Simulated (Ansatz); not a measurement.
## Where Cu_i (void) puts its levels in the gap of SiC (F-43m)

Aim: at which Fermi levels does Cu_i (void) in SiC (F-43m) change its charge? The model is a cell of 54 host atoms with 1 Cu put in.

Calculated with Ansatz 0.2.0; place-levels on r2SCAN runs: charge-transition levels and formation energies with image-charge correction and potential alignment at the atomic sites; PAW set soft_1.

**Measured values to reproduce.**

“Insight into the structural, elastic and electronic properties of a new orthorhombic 6O-SiC polytype” (2020, pmc:7200658) quotes from earlier work for SiC, cubic 3C zincblende (literature value): band gap (indirect gap) 2.4 eV [literature value; measurement temperature and method not stated].

## (1) The structure

The cell holds 55 atoms: 27 Si, 27 C and 1 Cu. Its edges and angles: a = 9.242 Å, b = 9.242 Å, c = 9.242 Å, α = 60.0°, β = 60.0°, γ = 60.0°. It derives from SiC (space group F-43m). Nearest the centre at fractional (0.250, 0.250, 0.917): Cu55 at 0.00 Å, Si25 at 1.89 Å, Si7 at 1.89 Å, Si19 at 1.89 Å, Si29 at 1.89 Å, C20 at 2.18 Å, C8 at 2.18 Å, C2 at 2.18 Å.

Screening for the image-charge correction: ε∞ = 7.06, ε0 = 10.43, computed on the host (DFPT, PBEsol, on the r2SCAN cell), and a cell off the functional's own equilibrium shifts the ionic part.

The cell's shortest repeat is 9.2 Å.

## (2) Charge states

Levels follow from differences of total energies between charge states, each relaxed by itself.

Each atom starts 0.05 Å or so off its site in a random direction: a symmetric start keeps its symmetry, and would miss off-centre moves and Jahn–Teller distortions. Forces are taken on a 2×2×2 shifted mesh. The cell holds 1 electron fewer than the neutral one, with a uniform background that keeps it neutral on the whole.

The sampling was tested on the host first: at the k-points planned (1x1x1 shifted 0.25 0.25 0.25) its energy lies 0.119 eV an atom from the dense-mesh value, so the final energies take a denser sampling.

One state's input; the others differ in charge, spin, start and seed, and in occupations where the table says so.

qp1.relax/input.yaml

```yaml
crystal:
  lattice:
    - [0.0, 6.53488873, 6.53488873]
    - [6.53488873, 0.0, 6.53488873]
    - [6.53488873, 6.53488873, 0.0]
  atoms:
    - { symbol: Si, position: [0.0, 0.0, 0.0] }
    - { symbol: C, position: [0.08333333, 0.08333333, 0.08333333] }
    - { symbol: Si, position: [0.0, 0.0, 0.33333333] }
[... 3 atom lines left out ...]
    - { symbol: Si, position: [0.0, 0.33333333, 0.0] }
    - { symbol: C, position: [0.08333333, 0.41666667, 0.08333333] }
    - { symbol: Si, position: [0.0, 0.33333333, 0.33333333] }
[... 2 atom lines left out ...]
    - { symbol: C, position: [0.08333333, 0.41666667, 0.75] }
    - { symbol: Si, position: [0.0, 0.66666667, 0.0] }
[... 3 atom lines left out ...]
    - { symbol: Si, position: [0.0, 0.66666667, 0.66666667] }
[... 1 atom line left out ...]
    - { symbol: Si, position: [0.33333333, 0.0, 0.0] }
    - { symbol: C, position: [0.41666667, 0.08333333, 0.08333333] }
    - { symbol: Si, position: [0.33333333, 0.0, 0.33333333] }
[... 2 atom lines left out ...]
    - { symbol: C, position: [0.41666667, 0.08333333, 0.75] }
    - { symbol: Si, position: [0.33333333, 0.33333333, 0.0] }
[... 3 atom lines left out ...]
    - { symbol: Si, position: [0.33333333, 0.33333333, 0.66666667] }
    - { symbol: C, position: [0.41666667, 0.41666667, 0.75] }
[... 4 atom lines left out ...]
    - { symbol: Si, position: [0.33333333, 0.66666667, 0.66666667] }
[... 1 atom line left out ...]
    - { symbol: Si, position: [0.66666667, 0.0, 0.0] }
[... 3 atom lines left out ...]
    - { symbol: Si, position: [0.66666667, 0.0, 0.66666667] }
[... 5 atom lines left out ...]
    - { symbol: Si, position: [0.66666667, 0.33333333, 0.66666667] }
[... 7 atom lines left out ...]
    - { symbol: Cu, position: [0.25, 0.25, 0.916667] }
  host:
    repeats: [3, 3, 3]
    atoms:
      - { symbol: Si, position: [0.0, 0.0, 0.0] }
      - { symbol: C, position: [0.25, 0.25, 0.25] }
total_charge: 1
basis:
  ecutwfc: 500
  xc_grid: 2
hamiltonian:
  xc: r2scan
  pseudopotentials: { kind: paw, azcp: { folder: soft_1 } }
kpoints:
  mp_grid: { grid: [2, 2, 2], shift: [0.5, 0.5, 0.5] }
scf:
  occupations: { method: fixed }
  max_iter: 60
output:
  forces: true
  charged_corrections:
    epsilon: 7.06
    static_epsilon: 10.43
    defect_position: [0.25, 0.25, 0.916667]
relax:
  f_tol: 0.02
  max_steps: 80
  random_displacement: { amplitude: 0.05, seed: 3713 }
checkpoint:
  write: "../qp1.relax.run"
  compress: false
  write_wavefunctions: true
  write_every: 100000
```

The run is started by

```sh
$ ansatz run input.yaml --threads 4 --pin off --max-ram 7536MiB --backend cpu --events-out ev --progress --plain --runs-dir out
```

The run of this state that the levels use, under r2SCAN:

qp1.point/input.yaml

```yaml
crystal:
  checkpoint: "../qp1.relax.run"
  host: checkpoint
total_charge: 1
basis:
  ecutwfc: 500
  xc_grid: 2
hamiltonian:
  xc: r2scan
  pseudopotentials: { kind: paw, azcp: { folder: soft_1 } }
kpoints:
  mp_grid: { grid: [2, 2, 2], shift: [0.5, 0.5, 0.5] }
scf:
  occupations: { method: fixed }
  max_iter: 60
output:
  forces: true
  eigenvalues: true
  charged_corrections:
    epsilon: 7.06
    static_epsilon: 10.43
    defect_position: [0.25, 0.25, 0.916667]
  eigenstates: { localisation: true }
  populations: true
  band_densities: [{ bands: [v1, v1] }, { bands: [c1, c1] }]
  write_density: true
  write_potential: true
  volumetric_format: npy
  elf: true
checkpoint:
  read: "../qp1.relax.run"
  write: "../qp1.point.run"
  compress: false
  write_wavefunctions: false
  write_every: 100000
```

Relaxations under r2SCAN at a 2×2×2 shifted mesh; times on 4 threads of Arm Neoverse V1, shared host:

```csv
charge,moment (μB),occupations,outcome,steps,largest displacement against the far atoms (Å),time
0,1,fixed,converged,6,0.18,7 min
+1,0,fixed,converged,6,0.18,3 min
+2,1,fixed,converged,9,0.20,8.9 min
```

Single points under r2SCAN at a 2×2×2 shifted mesh; times on 4 threads of Arm Neoverse V1, shared host:

```csv
charge,moment (μB),occupations,outcome,time
0,1,fixed,converged,61 s
+1,0,fixed,converged,31 s
+2,1,fixed,converged,55 s
```

Distances (Å) from Cu55 to the nearest atoms after relaxation with r2SCAN:

```
charge  moment (μB)       1.       2.       3.       4.      5.      6.
     0            1  Si 2.07  Si 2.07  Si 2.07  Si 2.07  C 2.21  C 2.21
    +1            0  Si 2.07  Si 2.07  Si 2.07  Si 2.07  C 2.21  C 2.21
    +2            1  Si 2.08  Si 2.08  Si 2.08  Si 2.08  C 2.19  C 2.19
```

## (3) place-levels, r2SCAN

A charged cell interacts with its images and the background, and its potential has another zero than the host's. place-levels removes the first by a point-charge model, screened by the static dielectric constant since the ions have relaxed around the charge, and the second by comparing potentials at atoms far from the defect.

The host is a run of the defect-free crystal in the same cutoffs, grids and k-points, so that basis and sampling errors cancel in part in the differences. The host is run in a cell of 2 atoms on a matching mesh. Its band edges are searched through the zone by a band path, so the gap is smaller than, or equal to, that on the mesh. Chemical potentials are energies per atom of Cu (fcc), run with the same functional and cutoff.

levels.point.yaml

```yaml
host:
  run: host.point.run
states: [q0_M1.point.run, qp1.point.run, qp2_M1.point.run]
geometry_from:
  q0_M1.point.run: q0_M1.relax.run
  qp1.point.run: qp1.relax.run
  qp2_M1.point.run: qp2_M1.relax.run
  host.point.run: host.relax.run
chemical_potentials:
  Cu:
    energy: -6631.253193
    dataset: "<sha256 of the dataset>"
epsilon: 7.06
static_epsilon: 10.43
vertical:
  - { from: qp1.point.run, to: qp1.point_neutral.run }
  - { from: qp2_M1.point.run, to: qp2_M1.point_neutral.run }
```

The run is started by

```sh
$ ansatz place-levels levels.point.yaml -- --threads 4 --pin off --max-ram 7536MiB
```

Numbers of over 12 decimals in the logs are rounded to 6 here.

The program printed:

```text
[... repeated set-up lines and file paths are left out, and long positions are rounded to six places ...]
(+2/+1) 0.000 eV above the valence edge (-0.379 eV without the band-filling correction), 1.710 eV under the conduction edge
(+1/0) 1.762 eV above the valence edge (+2.006 eV without the band-filling correction), in the conduction band
formation energy of charge +2: +5.443 eV with the Fermi level at the valence edge
formation energy of charge +1: +5.443 eV with the Fermi level at the valence edge
formation energy of charge 0: +7.204 eV with the Fermi level at the valence edge
vertical +1 to 0: no energy, since no alignment is typed
  the change from vertical[0].from (qp1.point.run) to vertical[0].to (qp1.point_neutral.run): by its potential at epsilon 7.06 it stands at 0.369 0.378 0.042, with an rms radius of about 5.2 Å (3.0 3.0 3.0 Å across the planes of the cell's vectors); [...]
vertical +2 to 0: no energy, since no alignment is typed
  the change from vertical[1].from (qp2_M1.point.run) to vertical[1].to (qp2_M1.point_neutral.run): by its potential at epsilon 7.06 it stands at 0.268 0.262 0.935, with an rms radius of about 3.6 Å (2.1 2.1 2.1 Å across the planes of the cell's vectors); [...]
  edges by r2scan, gap 1.710 eV; the host is sampled to repeats of 18.48 Å
  the defect's cells are sampled to repeats of 18.48 Å, like sampling
  charge +2: -30710.1043 eV with its correction of +1.638 eV, at epsilon 10.43, aligned at sites: +0.3346 eV, mean over 24 atomic sites at or beyond 4.62 Å from the defect at [0.2500, 0.2500, 0.9167], with +0.000000 for the charge's moments and without [...]
  charge +1: -30701.1054 eV with its correction of +0.623 eV, at epsilon 10.43, aligned at sites: +0.3804 eV, mean over 24 atomic sites at or beyond 4.62 Å from the defect at [0.2500, 0.2500, 0.9167], with +0.000000 for the charge's moments and without [...]
  charge 0: +0.000 eV for its dipole among its images, +0.000 omitted
  of states[2] (qp2_M1.point.run): it parts from the run at its places by a charge that spreads by about 2.1 Å along one vector (1.3 Å or more is wide), by its potential at epsilon 7.06, taken for that of held ions (one typed too small widens it), where the [...]
  of states[1] (qp1.point.run): it parts from the run at its places by a charge that spreads by about 3 Å along one vector (1.3 Å or more is wide), by its potential at epsilon 7.06, taken for that of held ions (one typed too small widens it), where the cell [...]
  of states[0] (q0_M1.point.run): a band-filling correction moves a carrier to the host's band edge, which changes its energy by -0.244 eV; [...]
  of vertical[0].from (qp1.point.run): it parts from the run at its places by a charge that spreads by about 3 Å along one vector (1.3 Å or more is wide), by its potential at epsilon 7.06, taken for that of held ions (one typed too small widens it), where the [...]
  of vertical[0].to (qp1.point_neutral.run): stability_check_not_made
  of vertical[1].from (qp2_M1.point.run): stability_check_not_made; [...]
  of vertical[1].to (qp2_M1.point_neutral.run): stability_check_not_made
```

It took 0.34 s on 4 threads of Arm Neoverse V1, shared host.

Levels between the charges placed, in eV above the valence top:

```
        gap (eV)  (+2/+1)  (+1/0)
r2SCAN      1.71     0.00    1.76
```

Corrections by state:

```csv
charge,moment (μB),image terms and alignment (eV),band filling (eV),ε used,"over the lowest of its charge, as the program ranks them, band filling apart (eV)"
+2,1.0,1.638,-0.379,10.43,0.000
+1,0.0,0.623,-,10.43,0.000
0,1.0,0.000,-0.244,-,0.000
```

The charged structures listed were also run neutral, and place-levels reads from each pair, by the potential or the spins, how wide the charge is by which they differ; that can be the carrier of either run.

```
charge  rms radius (Å)  spread where it is widest against the cell (Å)  wide from (Å)  reading
    +2             3.6                                            2.11           1.31     wide
    +1             5.2                                            3.02           1.31     wide
```

The neutral runs of these pairs need not share the spin of the lowest neutral state, and very wide values only mean spread over the cell.

From the program's caveats on the states, each cut to its opening words:

- charge +2 (1 μB): it parts from the run at its places by a charge that spreads by about 2.1 Å along one vector (1.3 Å or more is wide), by its potential at epsilon 7.06, taken [...]
- charge +2 (1 μB): a band-filling correction moves a carrier to the host's band edge, which changes its energy by -0.379 eV
- charge +2 (1 μB): its alignment with the host at atomic sites is doubtful: the mean over the far sites moves by -0.1410 eV from their farther parts to their nearer, more than [...]
- charge +2 (1 μB), 0 (1 μB): flagged: stability check not made
- charge +1: it parts from the run at its places by a charge that spreads by about 3 Å along one vector (1.3 Å or more is wide), by its potential at epsilon 7.06, taken for [...]
- charge +1: its alignment with the host at atomic sites is doubtful: the mean over the far sites moves by -0.1384 eV from their farther parts to their nearer, more than [...]
- charge 0 (1 μB): a band-filling correction moves a carrier to the host's band edge, which changes its energy by -0.244 eV
- charge 0 (1 μB): its alignment with the host at atomic sites is doubtful: the mean over the far sites moves by -0.1499 eV from their farther parts to their nearer, more than [...]

The host's formation energy from the elements is -0.356 eV per atom; it sets how far the chemical potentials can move.

Limit set by the element alone; other compounds of these elements are not counted. Chemical potentials from the elements' reference states: C 0.00 eV, Si -0.71 eV, Cu 0.00 eV. Formation energy by charge state (C-rich; gap 1.71 eV):

```csv
charge,at valence top (eV),at conduction bottom (eV),correction included (eV)
+2,5.44,8.86,1.26
+1,5.44,7.15,0.62
0,7.20,7.20,-0.24
```

| Fermi level (eV) | lowest formation energy (eV) |
| --- | --- |
| 0.00 | 5.44 |
| 0.16 | 5.60 |
| 0.31 | 5.75 |
| 0.47 | 5.91 |
| 0.62 | 6.06 |
| 0.78 | 6.22 |
| 0.93 | 6.38 |
| 1.09 | 6.53 |
| 1.24 | 6.69 |
| 1.40 | 6.84 |
| 1.55 | 7.00 |
| 1.71 | 7.15 |

Limit set by the element alone; other compounds of these elements are not counted. Chemical potentials from the elements' reference states: Si 0.00 eV, C -0.71 eV, Cu 0.00 eV. Formation energies (Si-rich), with the Fermi level at the valence top and at the conduction bottom (gap 1.71 eV):

| charge | at valence top (eV) | at conduction bottom (eV) | correction included (eV) |
| --- | --- | --- | --- |
| +2 | 5.44 | 8.86 | 1.26 |
| +1 | 5.44 | 7.15 | 0.62 |
| 0 | 7.20 | 7.20 | -0.24 |

Fermi level (eV), lowest formation energy (eV) and a bar from the least value:
```
     0.00       5.44 
     0.16       5.60 ###
     0.31       5.75 #####
     0.47       5.91 ########
     0.62       6.06 ###########
     0.78       6.22 ##############
     0.93       6.38 ################
     1.09       6.53 ###################
     1.24       6.69 ######################
     1.40       6.84 #########################
     1.55       7.00 ###########################
     1.71       7.15 ##############################
```

## (4) Results

| Quantity | Value |
| --- | --- |
| gap of the host | 1.71 eV (r2SCAN) |
| level (plus 2/plus 1) | 0.00 eV above the valence top (-0.38 eV above the valence top without the band-filling term) |
| level (plus 1/0) | 1.76 eV above the valence top, past the conduction bottom (2.01 eV above the valence top without the band-filling term) |
| lowest of the charges placed, just above the valence top (0.02 eV) | +1 |
| lowest of the charges placed, just below the conduction bottom (0.02 eV) | +1 |
| lowest formation energy at mid-gap of the charges run, C-rich | 6.30 eV |
| lowest formation energy at mid-gap of the charges run, Si-rich | 6.30 eV |

**Reading.** Of the charges placed (0, +1 and +2), +1 is the lowest from 0.02 eV above the valence top to 0.02 eV below the conduction bottom, a gap of 1.71 eV. Charges below 0 were not placed, so these runs say nothing of levels that involve them. States placed: +2 at 1 μB; +1 at 0 μB; 0 at 1 μB. Other spin states or structures, where not listed, weren't placed. The program finds carriers beyond a band edge of the host and adds a band-filling term at charge 0 (-0.24 eV) and +2 (-0.38 eV); steps to such a charge show no bound level, and a defect level inside a band would be read the same way. Corrections reach 1.6 eV, so the cell is small for these charges and their levels are rough. Cu is taken at its element; compounds, which aren't counted here, bound the chemical potentials and would shift these formation energies. The program doubts the alignment of potentials for at least one state, a sign that the cell is small. Keep in mind: r2SCAN makes the gap too small and tends to spread out bound carriers.

Comparison with the measured values:

| quantity | measured | r2SCAN |
| --- | --- | --- |
| band gap (least gap of the host) (eV) | 2.4 | 1.71 (-0.69 eV) |

Measured values from pmc:7200658 (2020).

How well it matches: The band gap is off by -0.69 eV: a clear miss. Local and semilocal functionals usually give gaps below the measured ones. Zero-point and thermal motion shift the measured gap.

[Logs are printed without paths, hosts, clocks, repeated set-up lines and the standing remarks that a program may print on its own settings, such as how far it seeks lower states.]

[Hosts, paths, dates, database ids (printed as entryN), source tags and the programs' standing remarks are cut or masked in the printed files.]

[Where a table of states has a column of steps, it counts the stored structures, which are thinned; the runs took as many ionic steps or more.]

[A defect's name tells the site on which it was built; relaxed atoms can leave that site.]

[For some hosts the program warned that the k-mesh of the response run may be too coarse for force constants and the static dielectric constant; such warnings are not shown here.]
